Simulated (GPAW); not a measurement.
# Be (Im-3m) in GPAW: convergence with basis set

Aim: find how far basis set must go before the results for Be settle, at LDA. This setting moves, with any that are tied to it; all else stays.

Program: GPAW 26.7.0. These are calculated values, not measurements. Logs are shortened: lines on timing, memory, paths and dates and some standing lists are left out, and cuts for length are marked. The log counts tension as positive stress, the text compression.

## 1. The crystal as given

It takes space group Im-3m (No. 229, cubic). Conventional cell: a = 2.506 Å, b = 2.506 Å, c = 2.506 Å, α = 90.00°, β = 90.00°, γ = 90.00°. Be (site symmetry m-3m) is surrounded by 8 Be at 2.17 Å.

This isn't the form of Be at room conditions, which is hcp.

## 2. With basis set lcao:sz(dzp)

Input file run.py:

```python
from ase.dft.bandgap import bandgap
from ase.io import read, write
from gpaw import GPAW

atoms = read('Be.xyz')

calc = GPAW(mode='lcao',
            h=0.16,
            basis='sz(dzp)',
            xc='LDA',
            kpts={'size': (15, 15, 15), 'gamma': True},
            occupations={'name': 'fermi-dirac', 'width': 0.05},
            convergence={'density': 1e-05, 'energy': 1e-05},
            maxiter=100,
            txt='gpaw.txt')
atoms.calc = calc
energy = atoms.get_potential_energy()
forces = atoms.get_forces()
calc.write('gs.gpw')
write('result.traj', atoms)
print(f'Energy: {energy:.6f} eV')
print('Forces (eV/A):')
print(forces.round(4))
print('Fermi level:', round(calc.get_fermi_level(), 4), 'eV')
print(f'Gap: {bandgap(calc)[0]:.4f} eV, direct: {bandgap(calc, direct=True)[0]:.4f} eV')
```

Input file Be.xyz:

```xyz
1
Lattice="-1.2531209513 1.2531209513 1.2531209513 1.2531209513 -1.2531209513 1.2531209513 1.2531209513 1.2531209513 -1.2531209513" Properties=species:S:1:pos:R:3 pbc="T T T"
Be     0.0000000000      0.0000000000      0.0000000000
```

Potentials or basis: the program's PAW data sets (release 1.2.1) made for this functional, lcao:sz(dzp).

Command:

```sh
OMP_NUM_THREADS=1 python run.py
```

Wall time 19 s (1 thread of Intel Xeon Platinum 8375C at 2.90GHz (Ice Lake), shared host); peak memory 0.12 GiB.

The program failed during the run.

## 3. With basis set lcao:szp(dzp)

Edit run.py of step 2 so:

```diff
@@ -8,3 +8,3 @@
             h=0.16,
-            basis='sz(dzp)',
+            basis='szp(dzp)',
             xc='LDA',
```

Be.xyz is that of step 2.

Potentials or basis: the program's PAW data sets (release 1.2.1) made for this functional, lcao:szp(dzp).

Command:

```sh
OMP_NUM_THREADS=1 python run.py
```

Run time: 1.8 min. Hardware: 1 thread of Intel Xeon Platinum 8375C at 2.90GHz (Ice Lake), shared host; peak memory 0.13 GiB.

What came out:

| Item | Value |
| --- | --- |
| Free energy | -3.3870 eV |
| Band gap on the k mesh | none (metal or under the smearing width) |

## 4. With basis set lcao:dz(dzp)

Edit run.py of step 3 so:

```diff
@@ -8,3 +8,3 @@
             h=0.16,
-            basis='szp(dzp)',
+            basis='dz(dzp)',
             xc='LDA',
```

Be.xyz is that of step 3.

Potentials or basis: the program's PAW data sets (release 1.2.1) made for this functional, lcao:dz(dzp).

Command:

```sh
OMP_NUM_THREADS=1 python run.py
```

It took 26 s on 1 thread of Intel Xeon Platinum 8375C at 2.90GHz (Ice Lake), shared host; peak memory 0.12 GiB.

What came out:

- Free energy: 1.0163 eV
- Band gap on the k mesh: none (metal or under the smearing width)

## 5. With basis set lcao:dzp

Edit run.py of step 4 so:

```diff
@@ -8,3 +8,3 @@
             h=0.16,
-            basis='dz(dzp)',
+            basis='dzp',
             xc='LDA',
```

Be.xyz is that of step 4.

Potentials or basis: the program's PAW data sets (release 1.2.1) made for this functional, lcao:dzp.

Command:

```sh
OMP_NUM_THREADS=1 python run.py
```

Run time: 2.2 min. Hardware: 1 thread of Intel Xeon Platinum 8375C at 2.90GHz (Ice Lake), shared host; peak memory 0.13 GiB.

It converged, with:

```yaml
Free_energy: -3.4715 eV
Band_gap_on_the_k_mesh: none (metal or under the smearing width)
```

## 6. With basis set fd

Edit run.py of step 5 so:

```diff
@@ -6,5 +6,4 @@
 
-calc = GPAW(mode='lcao',
+calc = GPAW(mode='fd',
             h=0.16,
-            basis='dzp',
             xc='LDA',
@@ -12,2 +11,3 @@
             occupations={'name': 'fermi-dirac', 'width': 0.05},
+            nbands=7,
             convergence={'density': 1e-05, 'energy': 1e-05},
```

Be.xyz is that of step 5.

Potentials or basis: the program's PAW data sets (release 1.2.1) made for this functional, fd.

Command:

```sh
OMP_NUM_THREADS=1 python run.py
```

Wall time 11 s (1 thread of Intel Xeon Platinum 8375C at 2.90GHz (Ice Lake), shared host); peak memory 0.16 GiB.

Results (log left out):

- Free energy: -4.0906 eV
- Band gap on the k mesh: none (metal or under the smearing width)

## 7. With basis set pw

Edit run.py of step 6 so:

```diff
@@ -2,3 +2,4 @@
 from ase.io import read, write
-from gpaw import GPAW
+from ase.units import GPa
+from gpaw import GPAW, PW
 
@@ -6,4 +7,3 @@
 
-calc = GPAW(mode='fd',
-            h=0.16,
+calc = GPAW(mode=PW(800),
             xc='LDA',
@@ -18,2 +18,3 @@
 forces = atoms.get_forces()
+stress = atoms.get_stress()
 calc.write('gs.gpw')
@@ -23,2 +24,3 @@
 print(forces.round(4))
+print('Stress (GPa):', (stress / GPa).round(3))
 print('Fermi level:', round(calc.get_fermi_level(), 4), 'eV')
```

Be.xyz is that of step 6.

Potentials or basis: the program's PAW data sets (release 1.2.1) made for this functional, pw.

Command:

```sh
OMP_NUM_THREADS=1 python run.py
```

gpaw.txt:

```text
__  _  _
 | _ |_)|_||  |
 |__||  | ||/\| - 26.7.0

Input parameters:
  mode=PW(ecut=800.0),
  convergence={'density': 1e-05, 'energy': 1e-05},
  kpts=MonkhorstPack(size=(15, 15, 15), gamma=True),
  maxiter=100,
  nbands=7,
  occupations=Occupations(name='fermi-dirac', width=0.05),
  xc=XC(name='LDA')

Diagonalizing LCAO Hamiltonian
Converting LCAO to pw mode

       Be

Atoms  # Å, Bohr magnetons
|   | symbol |        x |        y |        z |    initial magnetic moments |
|---|--------|----------|----------|----------|-----------------------------|
| 0 |     Be | 0.000000 | 0.000000 | 0.000000 | ( 0.0000,  0.0000,  0.0000) |

Unit cell  # Å
| periodic |         x |         y |         z |  lengths |     angles |
|----------|-----------|-----------|-----------|----------|------------|
|      yes | -1.253121 |  1.253121 |  1.253121 | 2.170469 | 109.471221 |
|      yes |  1.253121 | -1.253121 |  1.253121 | 2.170469 | 109.471221 |
|      yes |  1.253121 |  1.253121 | -1.253121 | 2.170469 | 109.471221 |

Number of symmetries: 48
Symmetry operations  # r_c * U_cc + t_c -> r_c
|    | kind |            matrix            |
|----|------|------------------------------|
|  0 |  σ   |  1, 1, 1,  0, 0,-1,  0,-1, 0 |
|  1 |  C4  |  1, 1, 1,  0, 0,-1, -1, 0, 0 |
|  2 |  C2  |  1, 1, 1,  0,-1, 0,  0, 0,-1 |
|  3 |  S6  |  1, 1, 1,  0,-1, 0, -1, 0, 0 |
|  4 |  S6  |  1, 1, 1, -1, 0, 0,  0, 0,-1 |
|  5 |  C4  |  1, 1, 1, -1, 0, 0,  0,-1, 0 |
|  6 |  E   |  1, 0, 0,  0, 1, 0,  0, 0, 1 |
|  7 |  σ   |  1, 0, 0,  0, 1, 0, -1,-1,-1 |
|  8 |  σ   |  1, 0, 0,  0, 0, 1,  0, 1, 0 |
|  9 |  C3  |  1, 0, 0,  0, 0, 1, -1,-1,-1 |
| 10 |  C3  |  1, 0, 0, -1,-1,-1,  0, 1, 0 |
| 11 |  σ   |  1, 0, 0, -1,-1,-1,  0, 0, 1 |
| 12 |  σ   |  0, 1, 0,  1, 0, 0,  0, 0, 1 |
| 13 |  C2  |  0, 1, 0,  1, 0, 0, -1,-1,-1 |
| 14 |  C3  |  0, 1, 0,  0, 0, 1,  1, 0, 0 |
| 15 |  S4  |  0, 1, 0,  0, 0, 1, -1,-1,-1 |
| 16 |  S4  |  0, 1, 0, -1,-1,-1,  1, 0, 0 |
| 17 |  C3  |  0, 1, 0, -1,-1,-1,  0, 0, 1 |
| 18 |  C3  |  0, 0, 1,  1, 0, 0,  0, 1, 0 |
| 19 |  S4  |  0, 0, 1,  1, 0, 0, -1,-1,-1 |
| 20 |  σ   |  0, 0, 1,  0, 1, 0,  1, 0, 0 |
| 21 |  C3  |  0, 0, 1,  0, 1, 0, -1,-1,-1 |
| 22 |  C2  |  0, 0, 1, -1,-1,-1,  1, 0, 0 |
| 23 |  S4  |  0, 0, 1, -1,-1,-1,  0, 1, 0 |
| 24 |  C4  |  0, 0,-1,  1, 1, 1,  0,-1, 0 |
| 25 |  σ   |  0, 0,-1,  1, 1, 1, -1, 0, 0 |
| 26 |  S6  |  0, 0,-1,  0,-1, 0,  1, 1, 1 |
| 27 |  C2  |  0, 0,-1,  0,-1, 0, -1, 0, 0 |
| 28 |  C4  |  0, 0,-1, -1, 0, 0,  1, 1, 1 |
| 29 |  S6  |  0, 0,-1, -1, 0, 0,  0,-1, 0 |
| 30 |  S6  |  0,-1, 0,  1, 1, 1,  0, 0,-1 |
| 31 |  C4  |  0,-1, 0,  1, 1, 1, -1, 0, 0 |
| 32 |  C4  |  0,-1, 0,  0, 0,-1,  1, 1, 1 |
| 33 |  S6  |  0,-1, 0,  0, 0,-1, -1, 0, 0 |
| 34 |  σ   |  0,-1, 0, -1, 0, 0,  1, 1, 1 |
| 35 |  C2  |  0,-1, 0, -1, 0, 0,  0, 0,-1 |
| 36 |  C2  | -1, 0, 0,  1, 1, 1,  0, 0,-1 |
| 37 |  S6  | -1, 0, 0,  1, 1, 1,  0,-1, 0 |
| 38 |  S6  | -1, 0, 0,  0, 0,-1,  1, 1, 1 |
| 39 |  C2  | -1, 0, 0,  0, 0,-1,  0,-1, 0 |
| 40 |  C2  | -1, 0, 0,  0,-1, 0,  1, 1, 1 |
| 41 |  i   | -1, 0, 0,  0,-1, 0,  0, 0,-1 |
| 42 |  S4  | -1,-1,-1,  1, 0, 0,  0, 1, 0 |
| 43 |  C3  | -1,-1,-1,  1, 0, 0,  0, 0, 1 |
| 44 |  C3  | -1,-1,-1,  0, 1, 0,  1, 0, 0 |
| 45 |  σ   | -1,-1,-1,  0, 1, 0,  0, 0, 1 |
| 46 |  S4  | -1,-1,-1,  0, 0, 1,  1, 0, 0 |
| 47 |  C2  | -1,-1,-1,  0, 0, 1,  0, 1, 0 |

BZ-sampling:
  Number of BZ points: 3375
  Number of IBZ points: 120

  Monkhorst-Pack size: [15, 15, 15]
  Monkhorst-Pack shift: [0, 0, 0]

K-points  # in reciprocal-cell coordinates
|     |                                coordinates |     weight |
|-----|--------------------------------------------|------------|
|   0 | (  0.00000000,   0.00000000,   0.00000000) | 0.00029630 |
|   1 | (  0.06666667,   0.00000000,   0.00000000) | 0.00355556 |
|   2 | (  0.06666667,   0.06666667,  -0.06666667) | 0.00177778 |
|   3 | (  0.13333333,   0.00000000,  -0.06666667) | 0.00711111 |
|   4 | (  0.13333333,   0.00000000,   0.00000000) | 0.00355556 |
|   5 | (  0.13333333,   0.06666667,  -0.06666667) | 0.00711111 |
|   6 | (  0.13333333,   0.13333333,  -0.13333333) | 0.00177778 |
|   7 | (  0.20000000,  -0.06666667,  -0.06666667) | 0.00237037 |
|   8 | (  0.20000000,   0.00000000,  -0.06666667) | 0.01422222 |
|   9 | (  0.20000000,   0.00000000,   0.00000000) | 0.00355556 |
| ... |                                            |            |
| 119 | (  0.46666667,   0.46666667,   0.46666667) | 0.00237037 |

Plane wave coefficients: 420
Cutoff: 800.0 eV

Spin-components: 1 (collinear spins)
Bands:           7
Projectors:      3
Spin-degeneracy: 2
Datatype:        complex128

Parallelization:
  kpt:    1
  domain: 1
  band:   1

Density:
  Valence electrons: 2.0
  Components: 1
  Grid points: [15 15 15]
  Charge: 0.0  # |e|

Potential:
  Grid points: [15 15 15]

species:
  Be:
    name:    Beryllium
    Z:       4.0
    valence: 2
    core:    2
    charge:  0.0  # [|e|]
    compensation charges:
      type: gauss
      rc: 0.25  # [Å]
      lmax: 2
    cutoffs:
      filter: 1.42  # [Å]
      core: 1.84  # [Å]
    projectors
    | kind |    occ | energy [eV] | rcut [Å] |
    |------|--------|-------------|----------|
    |   2s |  2.000 |      -5.600 |    0.794 |
    |   2p |  0.000 |      -2.099 |    0.794 |
    |    s |        |      21.612 |    0.794 |

    Using partial waves for Be as LCAO basis

Reference energy: -393.188446  # eV

eigensolver:
  PPCG
  Converge bands: occupied
  niter=2

density mixing:
  MSR1-Mixer
  Pratt-step length: 0.05
  Maximum mixing coefficient: 0.75
  Old densities: 10
  SVD Regularization: 0.005
  Good broyden scale: 1.0
  Trust region scale: 1.0
  Backstep threshold: 4.0
  History deletion threshold: 6.0
  Fourier metric: weight=20.0, sigma=0.015

occupation numbers:
  Fermi-Dirac:
    width: 0.0500  # eV

poisson solver:
  ecut: 6400.0  # eV

xc functional:
  name: None

convergence criteria:
- Maximum integral of absolute [dens]ity change: 1e-05 electrons / valence electron
- Maximum [total energy] change in last 3 cyles: 1e-05 eV / valence electron
- Maximum integral of absolute [eigenst]ate change: 4e-08 eV^2 / valence electron
maximum number of iterations: 100

SCF iterations
|iter     | |      energy | eigst |  dens |
|---------|-|-------------|-------|-------|
|iter:   1| |   -4.070933 | +0.42 |       |
|iter:   2| |   -4.072980 | -3.47 | -1.69 |
|iter:   3| |   -4.089354 | -2.82 | -1.70 |
|iter:   4| |   -4.090606 | -3.84 | -2.37 |
|iter:   5| |   -4.090622 | -5.93 | -3.69 |
|iter:   6| |   -4.090623c| -6.76 | -3.99 |
|iter:   7| |   -4.090623c| -8.95c| -5.71c|

Converged in 7 steps
Energy contributions relative to reference atoms: (reference = -393.188446)

Energy contributions:
  Kinetic:           3.338546
  Coulomb:          -1.334441
  Zero:             -0.069387
  External:          0.000000
  Xc:               -6.024798
  Entropy:          -0.001087
  Spinorbit:         0.000000
  ----------------------------
  Free energy:      -4.091167
  Extrapolated:     -4.090623

dipole moment: (-1.326921, -1.326921, -1.326921)  # |e|*Ang

Fermi level: 8.116
Eigenvalues  # (at kpt = [0.000, 0.000, 0.000])
| band index |      eig [eV] | occ [0-2] |
|------------|---------------|-----------|
|          0 |        -3.915 |     2.000 |
|          1 |        27.301 |     0.000 |
|          2 |        27.301 |     0.000 |
|          3 |        27.301 |     0.000 |
|          4 |        39.593 |     0.000 |
|          5 |        39.594 |     0.000 |
|          6 |        39.610 |     0.000 |

No gap
No difference between direct/indirect transitions

Forces  # eV/Ang
|       x |        y |       z |
|---------|----------|---------|
| 0.00000 | -0.00000 | 0.00000 |  # Be   0

Stress tensor  # eV/Ang^3
|        x |        y |        z |
|----------|----------|----------|
| 0.032376 | 0.000000 | 0.000000 |
| 0.000000 | 0.032376 | 0.000000 |
| 0.000000 | 0.000000 | 0.032376 |

# Writing to gs.gpw (mode='')
```

stdout:

```text
Energy: -4.090623 eV
Forces (eV/A):
[[ 0. -0.  0.]]
Stress (GPa): [5.187 5.187 5.187 0.    0.    0.   ]
Fermi level: 8.116 eV
Gap: 0.0000 eV, direct: 0.0000 eV
```

Wall time 6.4 s (1 thread of Intel Xeon Platinum 8375C at 2.90GHz (Ice Lake), shared host); peak memory 0.13 GiB.

What came out:

```
Free energy            : -4.0912 eV
Pressure               : -5.2 GPa
Band gap on the k mesh : none (metal or under the smearing width)
```

## 8. Result

```csv
basis set,"energy less the tightest run, at zero smearing (meV/atom)",SCF cycles,CPU time (s),peak memory (GiB)
lcao:sz(dzp),crashed,-,-,-
lcao:szp(dzp),704.20,6,110,0.13
lcao:dz(dzp),5108.23,6,26,0.12
lcao:dzp,619.79,7,130,0.13
fd,0.59,9,11,0.16
pw,0.00,7,6.4,0.13
```

Against the tightest run, the energy stays within 1 meV/atom from fd on. The tightest run that finished is the yardstick and may itself not be fully converged.
